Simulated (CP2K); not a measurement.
Ta:

```
Ta
1.0
     2.90037    0.00000    0.00000
    -1.45019    2.51180    0.00000
     0.00000    0.00000    5.16627
Ta
2
Direct
  0.33333 0.66667 0.25000
  0.66667 0.33333 0.75000
```

This isn't the form of Ta at room conditions, which is bcc.

Base run:

| Quantity | Value |
| --- | --- |
| Program | CP2K 2026.2 |
| Functional | vdW-DF2 |
| Potentials or basis | POTENTIAL_UZH Ta GTH-PBE-q13; TZVP-MOLOPT-PBE-GTH basis |
| Density cutoff | 9184 eV |
| k mesh | 11 × 11 × 5 |
| Occupations | fermi-dirac, width 0.05 eV |
| Spin | no spin polarisation |

Its results: band gap on the k mesh none (metal or under the smearing width); pressure 7.5 GPa.

Task: After a change of settings the same cell gave: band gap on the k mesh none (metal or under the smearing width); pressure -7.0 GPa. Which change was it?
A. functional from vdW-DF2 to HLE17
B. functional from vdW-DF2 to LDA
C. functional from vdW-DF2 to BEEF-vdW
D. functional from vdW-DF2 to PBEsol

Result: D.

Caveats: the potentials were made for another functional, which shifts forces and pressure; the basis of atomic orbitals isn't converged, which shifts pressures, moduli and gaps; spin-orbit coupling is left out, which moves the levels of the heavy elements (some runs).

Runs at the PBE level aren't shown here.
